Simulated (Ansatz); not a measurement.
CsH (Fm-3m)

Level of theory: DFT r2SCAN, scalar-relativistic, plane waves, PAW (Ansatz).

Settings: cutoff 500 eV, Γ-centred mesh 6×6×6 on the computed 2-atom cell, Gaussian smearing of 0.02 eV; no spin polarisation.

The structure is relaxed at this level of theory with its symmetry kept.

```xyz
2
Lattice="0.0000 3.1880 3.1880 3.1880 0.0000 3.1880 3.1880 3.1880 0.0000" Properties=species:S:1:pos:R:3 pbc="T T T"
Cs    0.0000    0.0000    0.0000
H     3.1880    3.1880    3.1880
```

```json
{"Space group": "Fm-3m (No. 225)", "Volume per atom": "32.40 Å³", "Formation energy from the elements' standard states (uncorrected)": "-0.260 eV/atom", "Generalised Kohn–Sham band gap": "2.68 eV, direct at L", "Löwdin character of the top 1 eV of the valence band": "H 1s 81 %, Cs 6s 11 %", "Electron masses at the edge by Cartesian direction of the standard setting (m_e; degenerate bands sorted by energy; no spin-orbit coupling)": "x: 0.47; y: 0.47; z: 0.47", "Hole masses at the edge by Cartesian direction of the standard setting (m_e; degenerate bands sorted by energy; no spin-orbit coupling)": "x: 0.76; y: 0.76; z: 0.76", "Bulk modulus": "9.7 GPa", "Its pressure derivative": "3.8", "Bader charges (e)": "Cs (1 in the cell) 0.77, H (1 in the cell) -0.77"}
```

Spin-orbit coupling is left out, which matters for the bands of heavy elements.